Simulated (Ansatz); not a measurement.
# Na and the effect of the strain (εxx = s, εyy = s)

```
CELL_PARAMETERS angstrom
3.76700 0.00000 0.00000
-1.88350 3.26232 0.00000
0.00000 0.00000 6.15400
ATOMIC_POSITIONS crystal
Na 0.66667 0.33333 0.75000
Na 0.33333 0.66667 0.25000
```

This isn't the form of Na at room conditions, which is bcc.

Kept alike: task band structure; functional PBEsol; k mesh 7 × 7 × 4; occupations fermi-dirac, width 0.05 eV; no spin polarisation. Program: Ansatz, Ansatz PAW, cutoff 420 eV. The mesh is that of the run's cell of 2 atoms. No spin-orbit coupling.

| s | free energy over the lowest row (meV/atom) |
| --- | --- |
| -0.04 | 2.44 |
| -0.02 | 0.00 |
| -0.01 | 0.46 |
| 0 | 1.92 |
| 0.01 | 4.33 |
| 0.02 | 7.61 |
| 0.04 | 16.49 |

The cell shown is the unstrained one; x, y and z are its Cartesian axes; atoms keep their fractions. For a metal such a mesh leaves the last digits unconverged. All rows use potentials made for PBE.

**Question.** What does the strain (εxx = s, εyy = s) change here?

**Answer.** The free energy is lowest at -0.02, and 16.49 meV an atom higher at 0.04.
